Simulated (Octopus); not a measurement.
# HgSe (F-43m) in Octopus: reference runs

Reference runs on HgSe: the cell as given.

Everything below comes from runs of Octopus 16.4. Logs are shortened: lines on timing, memory, paths and dates and some standing lists are left out, and cuts for length are marked.

## (1) Starting point

It takes space group F-43m (No. 216, cubic). The conventional cell has a = 6.078 Å, b = 6.078 Å, c = 6.078 Å, α = 90.00°, β = 90.00°, γ = 90.00°. Hg (site symmetry -43m) has 4 Se at 2.63 Å as nearest neighbours. Around Se (site symmetry -43m) lie 4 Hg at 2.63 Å.

## (2) Single point, PBE

inp

```
CalculationMode = gs
UnitsOutput = eV_Angstrom
PeriodicDimensions = 3
ExperimentalFeatures = yes
PseudopotentialSet = pseudodojo_pbe
%LatticeParameters
 1*angstrom | 1*angstrom | 1*angstrom
%
%LatticeVectors
 0 | 3.039 | 3.039
 3.039 | 0 | 3.039
 3.039 | 3.039 | 0
%
%ReducedCoordinates
 "Hg" | 0 | 0 | 0
 "Se" | 0.75 | 0.75 | 0.75
%
%Spacing
 0.13023621*angstrom | 0.13023621*angstrom | 0.13023621*angstrom
%
DerivativesOrder = 8
%KPointsGrid
 8 | 8 | 8
%
KPointsUseSymmetries = yes
XCFunctional = gga_x_pbe + gga_c_pbe
SmearingFunction = fermi_dirac
Smearing = 0.05*eV
ExtraStates = 6
Eigensolver = chebyshev_filter
ConvRelDens = 3e-7
MaximumIter = 120
```

Potentials or basis: pseudodojo_pbe (PseudoDojo 0.5, PBE).

Launch:

```bash
$ OMP_NUM_THREADS=1 octopus > out.log
```

out.log:

```text
Running octopus

Version                : 16.4
Optional libraries     :

************************** Calculation Mode **************************
Input: [CalculationMode = gs]
**********************************************************************

Input: [SpinComponents = unpolarized]

******************************* Space ********************************
Octopus will run in 3 dimension(s).
Octopus will treat the system as periodic in 3 dimension(s).
**********************************************************************

Input: [AllElectronType = no]
Input: [PseudopotentialSet = pseudodojo_pbe]
Reading Coordinates from ReducedCoordinates block

****************************** Species *******************************
  Species 'Hg'
    type             : pseudopotential
    file             : 'Hg.upf'
    file format      : UPF2
    valence charge   : 20.0
    atomic number    :  80
    form on file     : kleinman-bylander
    lmax             : 3
    llocal           : -1
    projectors per l : 2
    total projectors : 8
    application form : kleinman-bylander
    orbitals         : 10
    bound orbitals   : 10

  Species 'Se'
    type             : pseudopotential
    file             : 'Se.upf'
    file format      : UPF2
    valence charge   : 16.0
    atomic number    :  34
    form on file     : kleinman-bylander
    lmax             : 2
    llocal           : -1
    projectors per l : 2
    total projectors : 6
    application form : kleinman-bylander
    orbitals         :  9
[... 260 lines left out ...]
 ediff =        2.87E+02 abs_dens =  1.10E+00 rel_dens =  3.05E-02
Matrix vector products: 725
Converged eigenvectors: 1

#  State  KPoint  Eigenvalue [eV]  Occupation    Error
      1       1     -110.752661    2.000000   ( 8.0E-09)
      1       2     -110.752661    2.000000   ( 9.8E-08)
      1       3     -110.752660    2.000000   ( 1.6E-07)
      1       4     -110.752660    2.000000   ( 1.6E-07)
      1       5     -110.752660    2.000000   ( 1.8E-07)
      1       6     -110.752659    2.000000   ( 1.8E-07)
      1      10     -110.752659    2.000000   ( 2.0E-07)
      1       7     -110.752659    2.000000   ( 1.8E-07)
[... 23 lines left out ...]
     24      16       15.739419    0.000000   ( 1.1E-01)
     24      26       15.865409    0.000000   ( 1.0E-01)
     24      27       15.896127    0.000000   ( 9.9E-02)
     24      10       15.979152    0.000000   ( 1.3E-01)
     24       8       16.200747    0.000000   ( 1.2E-01)
     24      28       16.290942    0.000000   ( 1.0E-01)
     24      21       16.390902    0.000000   ( 1.3E-01)
     24      25       17.248966    0.000000   ( 1.2E-01)

Density of states:

-----------------------------------%----------------------%-----------
-----------------------------------%----------------------%-----------
-----------------------------------%----------------------%-----------
-----------------------------------%----------------------%-----------
----------------------------%------%----------------------%-----------
----------------------------%------%----------------------%-----------
----------------------------%------%----------------------%-----------
----------------------------%------%----------------------%-%----%----
%---------------------------%------%------------------%---%%%--%%%-%--
%---------------------------%------%------------------%---%%%%%%%%%%%-
                                                             ^

Fermi energy =     2.620909 eV

**********************************************************************

** Warning:
**   Symmetrization discrepancy ratio (scalar) =  7.63042E-03

*********************** SCF CYCLE ITER #    2 ************************
 etot  = -7.83167090E+03 abs_ev   =  3.82E+00 rel_ev   =  3.51E-03
 ediff =        4.07E-01 abs_dens =  3.52E-01 rel_dens =  9.79E-03
Matrix vector products: 725
Converged eigenvectors: 0
[... 127 lines left out ...]
*********************** SCF CYCLE ITER #   13 ************************
 etot  = -7.83335051E+03 abs_ev   =  4.27E-05 rel_ev   =  3.92E-08
 ediff =        5.29E-07 abs_dens =  2.86E-06 rel_dens =  7.93E-08
Matrix vector products: 725
Converged eigenvectors: 29

#  State  KPoint  Eigenvalue [eV]  Occupation    Error
      1       1     -111.891167    2.000000   ( 2.8E-08)
      1       2     -111.891166    2.000000   ( 2.8E-08)
      1       3     -111.891166    2.000000   ( 2.8E-08)
      1       4     -111.891166    2.000000   ( 3.0E-08)
      1       5     -111.891165    2.000000   ( 2.9E-08)
      1       6     -111.891165    2.000000   ( 2.9E-08)
      1      10     -111.891165    2.000000   ( 2.9E-08)
      1       7     -111.891165    2.000000   ( 2.9E-08)
[... 23 lines left out ...]
     24      25       14.568462    0.000000   ( 6.0E-02)
     24      22       14.677126    0.000000   ( 3.5E-02)
     24      26       14.874148    0.000000   ( 4.9E-02)
     24      17       14.947251    0.000000   ( 5.2E-02)
     24      23       15.070465    0.000000   ( 4.7E-02)
     24      21       15.324242    0.000000   ( 6.3E-02)
     24      28       15.337164    0.000000   ( 4.4E-02)
     24      27       15.507987    0.000000   ( 4.9E-02)

Density of states:

------------------------------------%---------------------------------
------------------------------------%---------------------------------
------------------------------------%---------------------------------
------------------------------------%---------------------------------
----------------------------%-------%----------------------%----------
----------------------------%-------%---------------------%%----------
----------------------------%-------%---------------------%%----------
----------------------------%-------%---------------------%%-%----%---
%---------------------------%-------%------------------%--%%-%--%%%%%-
%---------------------------%-------%------------------%--%%%%%%%%%%%%
                                                              ^

Fermi energy =     2.849217 eV

**********************************************************************

Info: SCF converged in   13 iterations

** Warning:
**   Some of the states are not fully converged!

Info: Number of matrix-vector products:       9425
Info: Finished writing information to 'restart/gs'.

Octopus emitted 16 warnings.
```

Run time: 8.8 min. Hardware: 1 thread of Arm Neoverse V1, shared host; peak memory 1.2 GiB.

What came out:

```
Free energy            : -7833.3509 eV
Band gap on the k mesh : none (metal or under the smearing width)
```
